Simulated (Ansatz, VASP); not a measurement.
# Cross-check of Al48N47 (V_N) between VASP and Ansatz

Aim: how closely do two programs agree when they are given the same cell, functional and k mesh? Of the first pair: The structure shown is the start of the Ansatz relaxation below; VASP solves that cell, so the two are compared at the walk's first step.

Calculated with Ansatz 0.2.0; plane waves, with VASP 6.6.1 beside it; single point at r2SCAN.

### 1. The structure

The cell holds 95 atoms: 48 Al and 47 N. Cell: a = 10.761 Å, b = 10.761 Å, c = 9.956 Å, α = 90.0°, β = 90.0°, γ = 120.0°. It derives from AlN (AlN (P6_3mc)). Nearest the centre at fractional (0.667, 0.500, 0.440): Al28 at 1.87 Å, Al41 at 1.88 Å, Al38 at 1.89 Å, Al42 at 1.90 Å, N76 at 3.03 Å, N89 at 3.04 Å, N95 at 3.06 Å, N94 at 3.06 Å. The cell carries charge −1.

### 2. Ansatz: relaxation, r2SCAN

Ansatz runs on its PAW soft_1 files.

The two programs are compared at the cell with which this relaxation starts, whose forces are those of its first step.

Input file input.yaml:

```yaml
crystal:
  lattice:
    - [4.65978274, 2.69032688, 0.0]
    - [-4.65978279, 2.69032679, 0.0]
    - [0.0, 0.0, 4.97823886]
  atoms:
    - { symbol: Al, position: [0.0, 0.33333333, 0.49920333] }
    - { symbol: Al, position: [0.33333333, 0.0, 0.49920333] }
    - { symbol: Al, position: [0.66666667, 0.66666667, 0.49920333] }
    - { symbol: Al, position: [0.0, 0.66666667, 0.99920333] }
    - { symbol: Al, position: [0.33333333, 0.33333333, 0.99920333] }
    - { symbol: Al, position: [0.66666667, 0.0, 0.99920333] }
    - { symbol: "N", position: [0.0, 0.33333333, 0.88079667] }
    - { symbol: "N", position: [0.33333333, 0.0, 0.88079667] }
    - { symbol: "N", position: [0.66666667, 0.66666667, 0.88079667] }
    - { symbol: "N", position: [0.0, 0.66666667, 0.38079667] }
    - { symbol: "N", position: [0.33333333, 0.33333333, 0.38079667] }
    - { symbol: "N", position: [0.66666667, 0.0, 0.38079667] }
  supercell: [2, 2, 2]
  defects: [{ vacancy: 79 }]
total_charge: -1
basis:
  ecutwfc: 500
  xc_grid: 2
hamiltonian:
  xc: r2scan
  pseudopotentials: { kind: paw, azcp: { folder: soft_1 } }
kpoints:
  mp_grid: { grid: [1, 1, 1], shift: [0.25, 0.25, 0.25] }
scf:
  occupations: { method: fermi_dirac, width: 0.01 }
  max_iter: 60
output:
  forces: true
  charged_corrections: { epsilon: [4.49, 4.49, 4.72], static_epsilon: [8.15, 8.15, 9.65] }
relax:
  f_tol: 0.02
  max_steps: 80
  random_displacement: { amplitude: 0.05, seed: 1186 }
checkpoint:
  write: "../qm1.relax_smeared.run"
  compress: false
  write_wavefunctions: true
  write_every: 100000
```

Command:

```
$ ansatz run input.yaml --threads 8 --pin off --max-ram 15073MiB --backend cpu --events-out ev --progress --plain --runs-dir out
```

Numbers of over 12 decimals in the logs are rounded to 6 here.

What it wrote:

```text
Engine: ansatz 0.2.0, aarch64-unknown-linux-gnu
Pseudopotentials: kind: paw
Pseudopotential: Al, paw, valence charge 3, recommended cutoff 500 eV (meta_gga), soft_1/Al.paw.azcp
Pseudopotential: N, paw, valence charge 5, recommended cutoff 500 eV (meta_gga), soft_1/N.paw.azcp
Functional definition: r2SCAN
  parameter k0 = 0.174
  parameter k1 = 0.065
  parameter a1 = 4.9479
  exchange = r2scan_x(k0 = k0, k1 = k1, a1 = a1)
  correlation = r2scan_c
Crystal: 95 atoms, lattice volume = 998.542 Å³
Basis set: ecut = 500 eV, 25363 PW (Γ), exchange–correlation on 160×160×150 points (8 copies of the dense FFT grid, shifted against one another)
Bands: 285, of which v1, the nominal top of the filled ones, is band 190 counted from 1 (189 counted from 0)
Symmetry: 1 space group operations
k-points: 1
Non-local potential: Al, projectors of the file, l = 0: 2, l = 1: 2, l = 2: 1
Non-local potential: N, projectors of the file, l = 0: 2, l = 1: 2, l = 2: 1
PAW form: soft (Blöchl's): semilocal exchange-correlation on the pseudo side does not see the compensation charge
PAW frozen core: Al, regenerated for the run's functional (the file was generated under x = pbe(κ = 0.804, μ = 0.219515), c = pbe(β = 0.066725))
PAW frozen core: N, regenerated for the run's functional (the file was generated under x = pbe(κ = 0.804, μ = 0.219515), c = pbe(β = 0.066725))
PAW one-centre angular grid: Al, 302 points (default); XC on 160 Gauss nodes
PAW one-centre angular grid: N, 302 points (default); XC on 160 Gauss nodes
Initial density: superposition of atomic densities (chi_scale 0.1, normalization cell, long waves kept (reshape's long-wave potential 0.19 eV rms))
Initial wavefunctions: pseudopotential atomic-orbital guess
Functional: x = r2scan, c = r2scan; τ floored in thin density (d = 2e-4 eV/Å³)
SCF iter   1: F=—  HF=-44207.031000 eV  |F-HF|=—  |Δ(HF+E_count)|=         —  Δρ=1.31e-1  dr2=2.12e2  dr2_τ=2.52e1  ethr=3.10e-3  ⟨swp⟩=6.0  Hψ=1106  notcnv=0  defer=79
preconditioner: auto → Resta (q_TF=auto, 2.323 Å⁻¹)  ε∞=3.3  [insulator: Δε(μ)=0.072 eV  Ē_g=15.044 eV  σ=0.010 eV  W_gap=0.95  n_scr=198 (ndim 8)  ℏωp=22.9 eV  f_vac=0.000  D(μ)=10.40/eV (n_scr^D=46)  ε∞_Penn≈3.3]
SCF iter   2: F=—  HF=-44156.198842 eV  |F-HF|=—  |Δ(HF+E_count)|=    5.08e1  Δρ=4.69e-2  dr2=1.62e1  dr2_τ=4.73e0  ethr=3.10e-3  ⟨swp⟩=4.0  Hψ=643  notcnv=0  defer=89
SCF iter   3: F=—  HF=-44161.104407 eV  |F-HF|=—  |Δ(HF+E_count)|=    4.91e0  Δρ=2.50e-2  dr2=4.97e0  dr2_τ=2.30e-1  ethr=3.10e-3  ⟨swp⟩=3.0  Hψ=480  notcnv=0  defer=89
SCF iter   4: F=—  HF=-44161.707729 eV  |F-HF|=—  |Δ(HF+E_count)|=   6.03e-1  Δρ=1.31e-2  dr2=3.07e0  dr2_τ=1.27e-1  ethr=1.31e-3  ⟨swp⟩=3.0  Hψ=351  notcnv=0  defer=89
SCF iter   5: F=—  HF=-44161.373774 eV  |F-HF|=—  |Δ(HF+E_count)|=   3.34e-1  Δρ=5.86e-3  dr2=7.41e-1  dr2_τ=7.08e-3  ethr=8.09e-4  ⟨swp⟩=2.0  Hψ=335  notcnv=0  defer=89
SCF iter   6: F=—  HF=-44161.350616 eV  |F-HF|=—  |Δ(HF+E_count)|=   2.32e-2  Δρ=2.48e-3  dr2=1.05e-1  dr2_τ=3.23e-3  ethr=1.95e-4  ⟨swp⟩=2.0  Hψ=197  notcnv=0  defer=89
SCF iter   7: F=—  HF=-44161.359220 eV  |F-HF|=—  |Δ(HF+E_count)|=   8.60e-3  Δρ=3.02e-3  dr2=1.96e-1  dr2_τ=2.13e-3  ethr=2.76e-5  ⟨swp⟩=5.0  Hψ=325  notcnv=0  defer=89
SCF iter   8: F=—  HF=-44161.351085 eV  |F-HF|=—  |Δ(HF+E_count)|=   8.14e-3  Δρ=7.27e-4  dr2=9.46e-3  dr2_τ=2.06e-4  ethr=2.76e-5  ⟨swp⟩=2.0  Hψ=197  notcnv=0  defer=89
SCF iter   9: F=—  HF=-44161.351268 eV  |F-HF|=—  |Δ(HF+E_count)|=   1.83e-4  Δρ=5.24e-4  dr2=4.66e-3  dr2_τ=1.03e-4  ethr=2.49e-6  ⟨swp⟩=2.0  Hψ=293  notcnv=0  defer=89
SCF iter  10: F=—  HF=-44161.351368 eV  |F-HF|=—  |Δ(HF+E_count)|=   9.98e-5  Δρ=1.89e-4  dr2=4.97e-4  dr2_τ=1.94e-5  ethr=1.23e-6  ⟨swp⟩=2.0  Hψ=197  notcnv=0  defer=89
SCF iter  11: F=—  HF=-44161.351453 eV  |F-HF|=—  |Δ(HF+E_count)|=   8.47e-5  Δρ=1.33e-4  dr2=3.02e-4  dr2_τ=6.98e-6  ethr=1.31e-7  ⟨swp⟩=3.0  Hψ=341  notcnv=0  defer=89
SCF iter  12: F=—  HF=-44161.351464 eV  |F-HF|=—  |Δ(HF+E_count)|=   1.14e-5  Δρ=4.58e-5  dr2=3.38e-5  dr2_τ=5.05e-7  ethr=7.95e-8  ⟨swp⟩=2.0  Hψ=199  notcnv=0  defer=89
SCF iter  13: F=—  HF=-44161.351472 eV  |F-HF|=—  |Δ(HF+E_count)|=   7.89e-6  Δρ=8.05e-5  dr2=1.39e-4  dr2_τ=1.15e-6  ethr=2.63e-9  ⟨swp⟩=4.0  Hψ=675  notcnv=0  recentre
SCF iter  14: F=-44161.351468 eV  HF=-44161.351468 eV  |F-HF|=3.12e-7  |Δ(HF+E_count)|=   3.96e-6  Δρ=1.20e-5  dr2=2.17e-6  dr2_τ=1.42e-7  ethr=2.63e-9  ⟨swp⟩=2.0  Hψ=655  notcnv=0
SCF 1 converged in 14 iterations: F = -44161.351468 eV  dr2 = 2.17e-6
  greatest PAW one-centre occupation: 0.805 electrons in one spin orbital (limit 2), on the N atom at site 30 (counted from 0), in its partial waves of l = 0
relax step   1: F+E_penalty+E_count = -44161.35146762 eV  Δ(F+E_penalty+E_count) = +0.000e0 eV  max|allowed force component| = 2.384e0 eV/Å  Δτ_max = 0.0000 Å  (14 SCF iters, dr2 threshold 1.00e-5 eV, accepted)
[...]
--- Relaxed structure (14 steps of the walk, 11 accepted, 0 SCFs on fresh bases) ---
  F+E_penalty+E_count = -44165.19894206 eV   max|allowed force component| = 1.175e-2 eV/Å
  atoms:
    - { symbol: Al, position: [-1.4477885568339732e-5, 0.165228, 0.250001] }
    - { symbol: Al, position: [0.166589, -0.000156679, 0.250146] }
    - { symbol: Al, position: [0.334983, 0.333983, 0.249565] }
    - { symbol: Al, position: [0.000522286, 0.332594, 0.498239] }
    - { symbol: Al, position: [0.163551, 0.164792, 0.499884] }
    - { symbol: Al, position: [0.334326, 0.00526435, 0.499535] }
    - { symbol: N, position: [-0.00365922, 0.162655, 0.440464] }
    - { symbol: N, position: [0.164338, -0.00082137, 0.440626] }
    - { symbol: N, position: [0.325603, 0.329637, 0.438716] }
    - { symbol: N, position: [0.00136671, 0.331985, 0.188935] }
    - { symbol: N, position: [0.167002, 0.166156, 0.190248] }
    - { symbol: N, position: [0.335225, 0.00253338, 0.192213] }
    - { symbol: Al, position: [-0.00204838, 0.166738, 0.749346] }
    - { symbol: Al, position: [0.165493, -5.287239754465933e-5, 0.749556] }
    - { symbol: Al, position: [0.330003, 0.332214, 0.752874] }
    - { symbol: Al, position: [-0.000848119, 0.333271, 0.997959] }
    - { symbol: Al, position: [0.165957, 0.166304, 1.000392] }
    - { symbol: Al, position: [0.333730, 0.00085102, 1.001227] }
    - { symbol: N, position: [-0.000823617, 0.166129, 0.940356] }
    - { symbol: N, position: [0.166883, 0.000220742, 0.940596] }
    - { symbol: N, position: [0.332243, 0.333467, 0.943123] }
    - { symbol: N, position: [-0.000680201, 0.333651, 0.688800] }
    - { symbol: N, position: [0.164054, 0.166121, 0.691157] }
    - { symbol: N, position: [0.331467, -0.000548862, 0.690362] }
    - { symbol: Al, position: [0.00140313, 0.666361, 0.247284] }
    - { symbol: Al, position: [0.167362, 0.500164, 0.249267] }
    - { symbol: Al, position: [0.335033, 0.835064, 0.249996] }
    - { symbol: Al, position: [-0.00300973, 0.831021, 0.498529] }
    - { symbol: Al, position: [0.168556, 0.668007, 0.498282] }
    - { symbol: Al, position: [0.335370, 0.500028, 0.499623] }
    - { symbol: N, position: [0.00486259, 0.669450, 0.438155] }
    - { symbol: N, position: [0.167204, 0.500189, 0.439927] }
    - { symbol: N, position: [0.334563, 0.837619, 0.440452] }
    - { symbol: N, position: [0.000300576, 0.832992, 0.189703] }
    - { symbol: N, position: [0.169483, 0.668271, 0.188986] }
    - { symbol: N, position: [0.333497, 0.500094, 0.190485] }
    - { symbol: Al, position: [-0.00287301, 0.665996, 0.742712] }
    - { symbol: Al, position: [0.165527, 0.500127, 0.748455] }
    - { symbol: Al, position: [0.331418, 0.833461, 0.749345] }
    - { symbol: Al, position: [-0.000108089, 0.832868, 0.998677] }
    - { symbol: Al, position: [0.166003, 0.666948, 0.997993] }
    - { symbol: Al, position: [0.332351, 0.500110, 1.000853] }
    - { symbol: N, position: [0.00120983, 0.668283, 0.933558] }
    - { symbol: N, position: [0.166026, 0.500125, 0.939482] }
    - { symbol: N, position: [0.333211, 0.834122, 0.940363] }
    - { symbol: N, position: [-0.00132784, 0.834387, 0.689226] }
    - { symbol: N, position: [0.165888, 0.666560, 0.688854] }
    - { symbol: N, position: [0.332281, 0.500021, 0.691702] }
[...]
- { symbol: Al, position: [0.648911, 0.647129, 0.507487] }
    - { symbol: Al, position: [0.827578, 0.500626, 0.479448] }
[...]
- { symbol: N, position: [0.666657, 0.662523, 0.190832] }
    - { symbol: N, position: [0.845012, 0.500074, 0.174994] }
    - { symbol: Al, position: [0.498024, 0.667878, 0.752580] }
    - { symbol: Al, position: [0.661398, 0.499969, 0.742216] }
    - { symbol: Al, position: [0.832927, 0.835183, 0.750947] }
    - { symbol: Al, position: [0.499796, 0.833871, 1.000265] }
    - { symbol: Al, position: [0.666723, 0.664919, 0.998909] }
    - { symbol: Al, position: [0.835180, 0.500104, 0.989874] }
    - { symbol: N, position: [0.498888, 0.666731, 0.942861] }
    - { symbol: N, position: [0.667387, 0.500124, 0.935763] }
    - { symbol: N, position: [0.833892, 0.834007, 0.941901] }
    - { symbol: N, position: [0.498123, 0.833974, 0.691101] }
    - { symbol: N, position: [0.665619, 0.672681, 0.698446] }
    - { symbol: N, position: [0.828446, 0.500182, 0.678891] }
```

Reading the cycles: dr2 is the Hartree energy of the density residual (eV), the measure of convergence; HF is the Harris–Foulkes estimate of the energy, which meets the free energy F at convergence.

### 3. VASP: single point, r2SCAN, start cell, pair 1

The same cell, functional, mesh and smearing now go to VASP, with its own data sets.

Lines of VASP's logs that name or quote its potential files are left out, and so is its time.

Input file INCAR:

```
SYSTEM = Al48N47
PREC = Accurate
ENCUT = 580
EDIFF = 1E-06
NELM = 120
ISMEAR = -1
SIGMA = 0.01
LREAL = Auto
ALGO = Normal
METAGGA = R2SCAN
LASPH = .TRUE.
NELECT = 380
NBANDS = 256
LORBIT = 11
LWAVE = .FALSE.
LCHARG = .FALSE.
ISIF = 2
ISYM = 0
GGA_COMPAT = .FALSE.
EFERMI = MIDGAP
LMIXTAU = .TRUE.
NCORE = 2
```

Input file POSCAR:

```
Al48N47
1.0
    9.3195654863      5.3806537569      0.0000000000
   -9.3195655856      5.3806535849      0.0000000000
    0.0000000000      0.0000000000      9.9564777190
Al N
48 47
Direct
    0.9959029818      0.1672405818      0.2480273717
    0.1705307179      0.0047111845      0.2478369429
    0.3338553904      0.3357628792      0.2540160357
    0.9957156931      0.3302198040      0.5024361166
    0.1687556725      0.1716457196      0.4977821615
    0.3373898671      0.0025517242      0.4963641902
[... 2 atom lines left out ...]
    0.3295648783      0.3291391039      0.7521596705
[... 3 atom lines left out ...]
    0.0022479740      0.6653895059      0.2533508406
[... 2 atom lines left out ...]
    0.9974014968      0.8353211325      0.4970169311
[... 1 atom line left out ...]
    0.3384156344      0.5013628182      0.4986190036
    0.9955600953      0.6648966586      0.7523785229
[... 5 atom lines left out ...]
    0.5006627883      0.1639698362      0.2458437682
[... 1 atom line left out ...]
    0.8303471902      0.3282776421      0.2479958344
    0.5040518664      0.3323615622      0.5001824079
    0.6630389120      0.1627336110      0.4966961349
[... 1 atom line left out ...]
    0.5040040093      0.1706002662      0.7469912764
[... 1 atom line left out ...]
    0.8372159793      0.3330702613      0.7470847834
    0.5050624165      0.3360593621      0.9979522157
[... 2 atom lines left out ...]
    0.4970741254      0.6688886736      0.2482392940
    0.6710655672      0.4997654082      0.2507608685
    0.8296267014      0.8282597833      0.2485688282
    0.4961669088      0.8281673569      0.4997089473
    0.6646686826      0.6659408378      0.4949504372
    0.8372542688      0.5050331953      0.4987536898
    0.4959219786      0.6657439447      0.7465697418
    0.6619169790      0.4995820448      0.7505915456
    0.8360524192      0.8307511976      0.7503704835
[... 1 atom line left out ...]
    0.6644109557      0.6630980119      0.9958866258
    0.8284899048      0.4989870912      0.0011335616
[... 2 atom lines left out ...]
    0.3302027909      0.3354759945      0.4411544046
[... 9 atom lines left out ...]
    0.9954583237      0.6627379242      0.4384144798
[... 2 atom lines left out ...]
    0.9967735336      0.8341649258      0.1934174971
[... 1 atom line left out ...]
    0.3308993119      0.5013228099      0.1939328400
[... 3 atom lines left out ...]
    0.9966323120      0.8326805085      0.6866512629
[... 1 atom line left out ...]
    0.3344670026      0.5004715177      0.6854909128
    0.5025467438      0.1641977059      0.4421804703
[... 1 atom line left out ...]
    0.8296828387      0.3324876594      0.4439228535
    0.5022045796      0.3328013992      0.1946221399
    0.6628244789      0.1621336449      0.1883210160
[... 4 atom lines left out ...]
    0.5033862054      0.3355598152      0.6942506371
    0.6667062591      0.1634573659      0.6867877570
[... 1 atom line left out ...]
    0.5003108398      0.6713308231      0.4392209899
    0.8376778909      0.8328674646      0.4411404438
[... 1 atom line left out ...]
    0.6707203335      0.6713978257      0.1919078266
    0.8345330239      0.5038575160      0.1937983546
[... 4 atom lines left out ...]
    0.6625939340      0.6667757742      0.6880942431
    0.8306327453      0.5020971441      0.6926220491
```

Input file KPOINTS:

```
Points of the shifted mesh
1
Reciprocal
 0.2500000000  0.2500000000  0.2500000000 1
```

The projector-augmented-wave data sets are Al and N (PBE family, release 64).

Command:

```
$ mpirun -np 8 vasp_std
```

What it wrote:

```text
[banner, memory and clock lines left out]
running    8 mpi-ranks, on    1 nodes
[...]
|                                                                             |
|               ----> ADVICE to this user running VASP <----                  |
|                                                                             |
|     You enforced a specific xc type in the INCAR file but a different       |
|     [... a line on the potential file left out ...]
|     I HOPE YOU KNOW WHAT YOU ARE DOING!                                     |
|                                                                             |

 LDA part: xc-table for (None), standard interpolation
 POSCAR, INCAR and KPOINTS ok, starting setup
[...]
entering main loop
       N       E                     dE             d eps       ncg     rms          rms(c)
DAV:   1     0.158056046389E+04    0.15806E+04   -0.19504E+05   512   0.152E+03
DAV:   2    -0.897512573209E+03   -0.24781E+04   -0.23763E+04   640   0.303E+02
DAV:   3    -0.109775449338E+04   -0.20024E+03   -0.19792E+03   616   0.924E+01
DAV:   4    -0.110134295025E+04   -0.35885E+01   -0.35527E+01   616   0.127E+01
DAV:   5    -0.110141174205E+04   -0.68792E-01   -0.68657E-01   608   0.165E+00BRMIX: very serious problems
 the old and the new charge density differ
 old charge density:   379.00000 new  380.00000
    0.618E+01
DAV:   6    -0.928766680120E+03    0.17265E+03   -0.41821E+02   592   0.343E+01    0.273E+01
DAV:   7    -0.894401111548E+03    0.34366E+02   -0.18913E+01   576   0.102E+01    0.158E+01
DAV:   8    -0.927957905211E+03   -0.33557E+02   -0.13665E+01   544   0.951E+00    0.841E+00
DAV:   9    -0.885336391135E+03    0.42622E+02   -0.10598E+01   528   0.795E+00    0.356E+00
[...]
DAV:  26    -0.893495078919E+03   -0.31027E-05   -0.46331E-06   368   0.425E-03    0.938E-03
DAV:  27    -0.893495077730E+03    0.11892E-05   -0.24773E-06   360   0.456E-03    0.496E-03
DAV:  28    -0.893495078513E+03   -0.78314E-06   -0.71819E-07   296   0.222E-03
   1 F= -.89349508E+03 E0= -.89347829E+03  d E =-.335688E-01
```

Parts of OUTCAR (step 3):

```text
  FREE ENERGIE OF THE ION-ELECTRON SYSTEM (eV)
  ---------------------------------------------------
  free  energy   TOTEN  =      -893.4950785128 eV

  energy  without entropy=     -893.4615097494  energy(sigma->0) =     -893.47829413
```

The cell is charged against a uniform background.

The run ends at a pressure of 2.77 GPa, with forces up to 2.5 eV/Å.

### 4. Side by side

Known differences besides the potentials themselves: VASP keeps PBE cores, Ansatz makes them for the functional; the cutoff is 500 eV in Ansatz and 580 eV in VASP (PREC = Accurate, projectors in real space). Total energies have different zeros and are not compared.

Forces on 7 of the 95 atoms, those with the largest forces and the largest differences (eV/Å; atoms numbered as in POSCAR):

```csv
atom,"Ansatz x, y, z","VASP x, y, z"
Al33,"-1.789, -0.923, 0.065","-1.799, -0.927, 0.072"
Al38,"-1.442, 0.128, 1.915","-1.447, 0.133, 1.919"
Al42,"-1.314, -1.814, 0.134","-1.305, -1.838, 0.131"
N61,"0.642, 2.384, 0.485","0.638, 2.405, 0.488"
N86,"-2.369, -0.260, -0.400","-2.383, -0.261, -0.410"
N88,"-0.495, -1.877, -1.405","-0.502, -1.894, -1.420"
N89,"1.538, -0.672, -1.344","1.551, -0.667, -1.353"
```

The forces differ by 6.7 meV/Å r.m.s., which is 0.9 % of the r.m.s. force of 0.767 eV/Å (both taken over all components). The cell carries a charge of -1 e against a uniform background, so its pressure also hangs on how the neutralising background is counted, and in a defect's cell a gap may be the spacing between its levels.

### 5. Ansatz: relaxation, r2SCAN

This run makes the geometry at which the two programs are then compared.

The structure compared here is the end of the Ansatz relaxation.

input.yaml is that of step 2.

Command:

```
$ ansatz run input.yaml --threads 8 --pin off --max-ram 15073MiB --backend cpu --events-out ev --progress --plain --runs-dir out
```

What it wrote:

```text
[...]
Crystal: 95 atoms, lattice volume = 998.542 Å³
Basis set: ecut = 500 eV, 25363 PW (Γ), exchange–correlation on 160×160×150 points (8 copies of the dense FFT grid, shifted against one another)
Bands: 285, of which v1, the nominal top of the filled ones, is band 190 counted from 1 (189 counted from 0)
Symmetry: 1 space group operations
k-points: 1
[...]
SCF iter   1: F=—  HF=-44207.031000 eV  |F-HF|=—  |Δ(HF+E_count)|=         —  Δρ=1.31e-1  dr2=2.12e2  dr2_τ=2.52e1  ethr=3.10e-3  ⟨swp⟩=6.0  Hψ=1106  notcnv=0  defer=79
[...]
- { symbol: N, position: [-0.000823617, 0.166129, 0.940356] }
    - { symbol: N, position: [0.166883, 0.000220742, 0.940596] }
[...]
- { symbol: Al, position: [0.832927, 0.835183, 0.750947] }
    - { symbol: Al, position: [0.499796, 0.833871, 1.000265] }
    - { symbol: Al, position: [0.666723, 0.664919, 0.998909] }
    - { symbol: Al, position: [0.835180, 0.500104, 0.989874] }
[...]
- { symbol: N, position: [0.833892, 0.834007, 0.941901] }
    - { symbol: N, position: [0.498123, 0.833974, 0.691101] }
    - { symbol: N, position: [0.665619, 0.672681, 0.698446] }
    - { symbol: N, position: [0.828446, 0.500182, 0.678891] }
```

(Continued in part 2 of 2.)

[Lines on the potential files, build, host, timing and source positions are cut from VASP's logs without a mark.]

[Logs are printed without paths, hosts, clocks, repeated set-up lines and the standing remarks that a program may print on its own settings, such as how far it seeks lower states.]

[Hosts, paths, dates, database ids (printed as entryN), source tags and the programs' standing remarks are cut or masked in the printed files.]
